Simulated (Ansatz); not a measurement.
# TaN: zone-centre modes at 6 GPa

These are results of Ansatz 0.2.0, DFT PBEsol, scalar-relativistic, plane waves, PAW, not measurements. Plane waves to 420 eV; Γ-centred k mesh 16×16×16; Fermi-Dirac smearing of 0.15 eV. No spin polarisation. Phonons by linear response, acoustic sum rule imposed.

The cell, relaxed at 6 GPa:
```
CELL_PARAMETERS angstrom
0.00000 2.17658 2.17658
2.17658 0.00000 2.17658
2.17658 2.17658 0.00000
ATOMIC_POSITIONS crystal
Ta 0.50000 0.50000 0.50000
N 0.00000 0.00000 0.00000
```

In a metal, frequencies and elastic constants depend on the k mesh and the smearing, soft modes and shear constants most. Spin–orbit coupling is left out, which can shift energies with elements as heavy as these. Other phases may be more stable at this pressure.

Optical modes at Γ; i marks an imaginary frequency:
```csv
frequency (meV),degeneracy
53.4,3
```

All 3 optical modes at Γ are real: no displacement of atoms at fixed cell lowers the energy to second order. Strains and modes at other wave vectors aren't tested by this run.

This rock-salt form isn't the usual stable structure of the compound at low pressure.

Cost: 1 run of about 0.38 core-minutes, on AMD EPYC 7R43 (Zen 3) (shared hosts).